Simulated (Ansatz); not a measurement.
# SiC: the cost of one run

Program: Ansatz 0.2.0. Level of theory: DFT PBEsol, scalar-relativistic, plane waves, PAW. These are calculated values, not measurements.

The COD entry's cell or inner coordinates are ideal or old and differ from later refinements, so a difference from it is no clean test against experiment.

3 further runs of the same task are left out: 3 set aside as unsound or not needed.

## 1. Starting point

Symmetry: F-43m, No. 216, cubic system. The conventional cell has a = 4.357 Å, b = 4.357 Å, c = 4.357 Å, α = 90.00°, β = 90.00°, γ = 90.00°. Around Si (site symmetry -43m) lie 4 C at 1.89 Å. C (site symmetry -43m) has 4 Si at 1.89 Å as nearest neighbours.

Structure file:

```cif
data_structure
_symmetry_space_group_name_H-M 'P 1'
_symmetry_Int_Tables_number 1
_cell_length_a 3.0806
_cell_length_b 3.0806
_cell_length_c 3.0806
_cell_angle_alpha 60.000
_cell_angle_beta 60.000
_cell_angle_gamma 60.000
_cell_volume 20.67
loop_
_atom_site_label
_atom_site_type_symbol
_atom_site_fract_x
_atom_site_fract_y
_atom_site_fract_z
_atom_site_occupancy
Si1 Si 0.00000 0.00000 0.00000 1
C1 C 0.75000 0.75000 0.75000 1
```

It is the result of an earlier relaxation at this level (volume 10.34 Å³/atom; gap on the mesh: 1.24 eV).

## 2. The film's bulk: BP

Relaxed beforehand at this level: -446.7946 eV/atom, gap on the mesh 1.12 eV.

```cif
data_structure
_symmetry_space_group_name_H-M 'F-43m'
_symmetry_Int_Tables_number 216
_cell_length_a 4.5202
_cell_length_b 4.5202
_cell_length_c 4.5202
_cell_angle_alpha 90.000
_cell_angle_beta 90.000
_cell_angle_gamma 90.000
_cell_volume 92.36
loop_
_atom_site_label
_atom_site_type_symbol
_atom_site_symmetry_multiplicity
_atom_site_Wyckoff_symbol
_atom_site_fract_x
_atom_site_fract_y
_atom_site_fract_z
_atom_site_occupancy
B1 B 4 a 0.00000 0.00000 0.00000 1
P1 P 4 c 0.25000 0.25000 0.25000 1
```

## 3. The bulk's band edges

input.yaml reads:

```yaml
crystal:
  lattice:
    - [0.0, 2.178327512, 2.178327512]
    - [2.178327512, 0.0, 2.178327512]
    - [2.178327512, 2.178327512, 0.0]
  atoms:
    - { symbol: Si, position: [0.0, 0.0, 0.0] }
    - { symbol: C, position: [0.75, 0.75, 0.75] }
basis:
  ecutwfc: 420
kpoints:
  mp_grid: { grid: [12, 12, 12] }
  band_path: { path: [VBM, CBM], npoints: 2 }
hamiltonian:
  xc: pbesol
scf:
  occupations: { method: gaussian, width: 0.02 }
output:
  forces: true
  stress: true
  eigenvalues: true
  write_density: true
  write_potential: true
  elf: true
  volumetric_format: npy
```

Command:

```console
$ ansatz run input.yaml --threads 2 --pin off --max-ram 6144MiB --backend cpu --events-out ev --progress --plain --runs-dir out
```

What time and memory should one allow on 2 threads of an Arm CPU, shared host?

About 2.3 s, with a peak of 0.28 GiB.
